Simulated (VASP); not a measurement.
**HfS2: band structure with HSE06**

**Measured values to compare with.**

From “Stress-Tuned Optical Transitions in Layered 1T-MX2 (M=Hf, Zr, Sn; X=S, Se) Crystals”, 2022, pmc:9565717, for a bulk crystal of HfS2: band gap 1.96 eV (indirect).

HfS2:

```
CELL_PARAMETERS angstrom
3.59936 0.00000 0.00000
-1.79968 3.11714 0.00000
0.00000 0.00000 5.76533
ATOMIC_POSITIONS crystal
Hf 0.00000 0.00000 0.00000
S 0.66667 0.33333 0.74789
S 0.33333 0.66667 0.25211
```

The cell is a database's computed one.

| Property | Result |
| --- | --- |
| Program | VASP 6.6.1 |
| Task | band structure |
| Functional | HSE06 |
| Potentials or basis | VASP PAW PBE potentials, release 64 (Hf_pv, S) |
| Cutoff | 520 eV |
| k mesh | 6 × 6 × 3 |
| Occupations | gaussian, width 0.03 eV |
| Spin | no spin polarisation |
| Grid for exact exchange (PRECFOCK) | Fast |
| Screening parameter | 0.2 1/A |
| Further INCAR settings | ALGO = Normal; EDIFF = 1e-06 |

- Pressure: 1.1 GPa
- Largest force: 0.288 eV/Å
- Band gap on the k mesh: 1.71 eV, indirect (least direct gap 2.71 eV)
- Band gap along the path: 1.65 eV, indirect (least direct gap 2.74 eV)

Forces on the atoms (eV/Å):
```
Hf   0.000  0.000  0.000
S    0.000  0.000  0.288
S    0.000  0.000 -0.288
```

Stress tensor (GPa, compression positive):
```
1.24 0.00 0.00
0.00 1.24 0.00
0.00 0.00 0.84
```

Levels at points of the mesh, in eV from the valence-band top:
```tsv
k point	band 7	band 8	band 9	band 10	band 11	band 12	band 13	band 14	band 15
(0.00, 0.00, 0.00)	-3.21	-3.21	-0.18	-0.18	0.00	2.78	2.78	3.40	6.23
(0.50, 0.00, 0.00)	-3.37	-2.97	-2.88	-2.48	-1.66	1.80	5.13	5.20	7.26
```

Wall time 4 min on 4 MPI ranks on Intel(R) Xeon(R) 6975P-C (Granite Rapids), with other jobs on the host, peak memory 0.32 GiB a rank.

A measured gap of HfS2 is 1.96 eV (indirect; quoted in “Stress-Tuned Optical Transitions in Layered 1T-MX2 (M=Hf, Zr, Sn; X=S, Se) Crystals”, 2022, pmc:9565717); the calculated 1.65 eV misses it by -0.31 eV. Spin-orbit coupling on Hf is left out. The value is that of HSE06, without temperature or zero-point motion. The cell is a database's relaxed one, not the measured one, which moves gaps too.

Caveat: the PAW data sets were made with another functional, which shifts forces and pressure a little; spin-orbit coupling is left out, which moves the levels of the heavy elements; this functional lacks dispersion, which binds the layers, so the pressure and a relaxed spacing across them are unreliable.
